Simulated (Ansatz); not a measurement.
## TiSi2 (Fddd): electronic heat capacity and spin susceptibility from the density of states

These are results of DFT PBE, scalar-relativistic, plane waves, PAW (Ansatz), not measurements.

Settings: cutoff 420 eV, Γ-centred mesh 10×10×10 on the computed 6-atom cell, Gaussian smearing of 0.10 eV; no spin polarisation.

Relaxed cell: Fddd, a = 4.808 Å, b = 8.270 Å, c = 8.559 Å, α = 90.00°, β = 90.00°, γ = 90.00°, 6 atoms in the primitive cell.

The density of states at the Fermi level is 2.332 states/eV in the cell of 6 atoms (2 formula units; both spins, tetrahedra on a 15×15×15 mesh).

**Question.** What Sommerfeld coefficient and Pauli susceptibility does this give?

**Answer.** Per formula unit N(E_F) = 1.166 states/eV. γ = (π²/3) k_B² N(E_F) N_A = 2.357 mJ/(mol K²) per state/eV, so γ = 2.7 mJ/(mol K²), a mole of formula units. χ_P = μ_B² N(E_F) N_A = 3.23×10⁻⁵ emu/mol per state/eV gives 3.8×10⁻⁵ emu/mol. This is the bare band result: a measured γ of the same phase is as a rule larger by a factor 1 + λ from phonons and spin fluctuations, the spin part of χ is larger by the Stoner factor, and a measured χ also holds orbital and core terms. N(E_F) at one energy is sensitive to the mesh where the density of states has sharp peaks.